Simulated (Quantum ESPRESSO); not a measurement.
**ZrSe2: single point with PBEsol+U**

ZrSe2:

```
Zr Se
1.0
     3.79800    0.00000    0.00000
    -1.89900    3.28916    0.00000
     0.00000    0.00000    6.19200
Zr Se
1 2
Cartesian
  0.0000 0.0000 0.0000
  1.8990 1.0964 4.6440
  0.0000 2.1928 1.5480
```

```
Program             : Quantum ESPRESSO 7.5
Task                : single point
Functional          : PBEsol
Potentials or basis : SSSP 1.3 efficiency PBE
Cutoff              : 748 eV
Density cutoff      : 5987 eV
k mesh              : 8 × 8 × 5
Occupations         : fermi-dirac, width 0.05 eV
Spin                : no spin polarisation
Hubbard terms       : Zr d U = 8 eV
Hubbard projectors  : ortho-atomic
Mixing beta         : 0.3
Most SCF iterations : 120
SCF threshold       : 6e-10 Ry
```

| Property | Result |
| --- | --- |
| Pressure | 6.9 GPa |
| Largest force | 0.759 eV/Å |
| Band gap on the k mesh | 2.18 eV, indirect (least direct gap 2.72 eV) |

Forces on the atoms (eV/Å):
```
Zr   0.000  0.000  0.000
Se   0.000  0.000 -0.759
Se   0.000  0.000  0.759
```

Stress tensor (GPa, compression positive):
```
7.74 0.00 0.00
0.00 7.74 0.00
0.00 0.00 5.16
```

Levels at points of the mesh, in eV from the valence-band top:
```tsv
k point	band 8	band 9	band 10	band 11	band 12	band 13	band 14	band 15	band 16	band 17
(0.00, 0.00, 0.00)	-2.76	-2.76	-0.09	-0.09	0.00	2.85	2.85	3.19	4.34	4.34
(0.00, -0.50, 0.00)	-3.16	-2.54	-2.35	-2.21	-1.49	2.25	3.93	4.16	4.77	5.28
```

Eigenvalues of the final occupation matrices:
| site | spin | trace | eigenvalues |
| --- | --- | --- | --- |
| Zr 1 4d | each | 1.12 | 0.10 0.10 0.10 0.41 0.41 |

Run time: 86 s on 1 thread of Arm Neoverse V2, with other jobs on the host, peak memory 0.38 GiB.

The gap isn't set beside the measured one, since this odd mesh misses points on the zone boundary.

Caveat: the potentials were made for another functional, which shifts forces and pressure; an odd mesh through Γ misses points on the zone boundary, where band edges often lie; this functional lacks dispersion, which binds the layers, so the pressure and a relaxed spacing across them are unreliable.
